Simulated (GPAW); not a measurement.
Records of electronic-structure calculations.

```
Quasiparticle gap of CdS (Greenockite) in GPAW
1.0
     4.15000    0.00000    0.00000
    -2.07500    3.59401    0.00000
     0.00000    0.00000    6.73700
Cd S
2 2
Direct
  0.33333 0.66667 0.00000
  0.66667 0.33333 0.50000
  0.33333 0.66667 0.37500
  0.66667 0.33333 0.87500
# method: DFT, PBE, plane waves, PAW (and 1 further level or step)
# program: GPAW 26.7.0
# settings of one run: cutoff 450 eV, GPAW PAW setups 1.2.1 data release, 3×3×4 k-mesh, nbands 655
# cost: 3 runs, 1.7 min in all on 8 MPI ranks of Intel Xeon 6975P-C (Granite Rapids), shared host (the runs of this entry)
# notes: The database entry behind the starting cell differs from later determinations by our own check (about 0.35 % long). The cell and positions come from the Crystallography Open Database and are kept as given unless a step says otherwise. Limits: no spin-orbit coupling. Bands and cutoff are finite, so the gap is not at the basis limit. The miss can reach some tenths of an eV and take either sign; the mesh is an error of its own. The 3×3×4 mesh is coarse for this cell, which bears on the long-range parts of exchange and screening.
# PBE gap: 1.18 eV, direct
# G0W0 gap on the mesh: 2.08 eV
# GW settings: 3×3×4 mesh, 299 bands, screening to 120 eV, Godby-Needs plasmon pole
# known limits: not at the basis limit; no spin-orbit coupling; coarse k mesh
```

[Paths, hosts, dates, memory and timing lines, banners, echoed tables and standing remarks are left out of the program output.]

[Logs are printed without paths, hosts, clocks, repeated set-up lines and the standing remarks that a program may print on its own settings, such as how far it seeks lower states.]

[Runs of the session that timed out or met a known fault of the program may be left out.]

[Hosts, paths, dates, database ids (printed as entryN), source tags and the programs' standing remarks are cut or masked in the printed files.]
